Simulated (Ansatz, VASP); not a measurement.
KTaO3 in VASP and in Ansatz

```
K Ta O
1.0
     3.98527    0.00000    0.00000
     0.00000    3.98527    0.00000
     0.00000    0.00000    3.98527
K Ta O
1 1 3
Direct
  0.50000 0.50000 0.50000
  0.00000 0.00000 0.00000
  0.50000 0.00000 0.00000
  0.00000 0.50000 0.00000
  0.00000 0.00000 0.50000
```

Alike in both runs: functional PBEsol; k mesh 8 × 8 × 8; no spin polarisation.

Ansatz relaxed the structure, and its values are those at the end. VASP's run is a single point on that final structure, the one shown.

|  | VASP | Ansatz |
| --- | --- | --- |
| version | VASP 6.6.1 | Ansatz 0.2.0 |
| potentials or method | VASP PAW PBE potentials, release 64 (K_sv, Ta_pv, O) | scalar-relativistic, plane waves, PAW |
| plane-wave cutoff (eV) | 520 | 420 |
| occupations | gaussian, width 0.01 eV | fixed |
| valence electrons in the cell | 38 | 40 |

VASP gave:

| Item | Value |
| --- | --- |
| gap on the k mesh at the Fermi level (eV) | 2.09 |
| least direct gap on the mesh (eV) | 2.71 |
| pressure (GPa) | 0.7 |

Question: Which values does Ansatz return?

Answer: gap on the k mesh at the Fermi level (eV): 2.14; least direct gap on the mesh (eV): 2.75; pressure (GPa): 0.0.

The two sets of potentials don't hold the same shells in valence.

Caveats: the PAW data sets were made with another functional, which shifts forces and pressure a little (VASP); spin-orbit coupling is left out, which moves the levels of the heavy elements. A k mesh can miss the band edges.
